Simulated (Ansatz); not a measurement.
The system is Au.

```xyz
1
Lattice="-1.6573 1.6573 1.6573 1.6573 -1.6573 1.6573 1.6573 1.6573 -1.6573" Properties=species:S:1:pos:R:3 pbc="T T T"
Au    0.0000    0.0000    0.0000
```

This isn't the form of Au at room conditions, which is fcc.

| Property | Result |
| --- | --- |
| Program | Ansatz 0.2.0 |
| Task | single point |
| Functional | PBEsol |
| Potentials or basis | Ansatz PAW |
| Cutoff | 420 eV (not typed: the program's choice for these potentials) |
| k mesh | 11 × 11 × 11 |
| Occupations | fermi-dirac, width 0.05 eV |
| Spin | no spin polarisation |

On this cell: pressure -8.9 GPa; band gap on the k mesh none (metal or under the smearing width).

The same run follows on a disturbed copy (cell strained at random at fixed volume):

```xyz
1
Lattice="-1.6672 1.6108 1.6647 1.6037 -1.6357 1.6260 1.7364 1.7049 -1.6895" Properties=species:S:1:pos:R:3 pbc="T T T"
Au   -0.0479   -0.0243   -0.0083
```

Q: What changes?

A: The energy (extrapolated to zero smearing) moves by +5.3 meV/atom; pressure -8.5 GPa; band gap on the k mesh none (metal or under the smearing width).

Stress tensor (GPa, compression positive):
```
-7.82 -1.87  1.73
-1.87 -8.41  0.16
 1.73  0.16 -9.17
```

Caveats: the PAW data sets come from PBE, with cores solved anew for the run's functional, which leaves a small shift of forces and pressure.
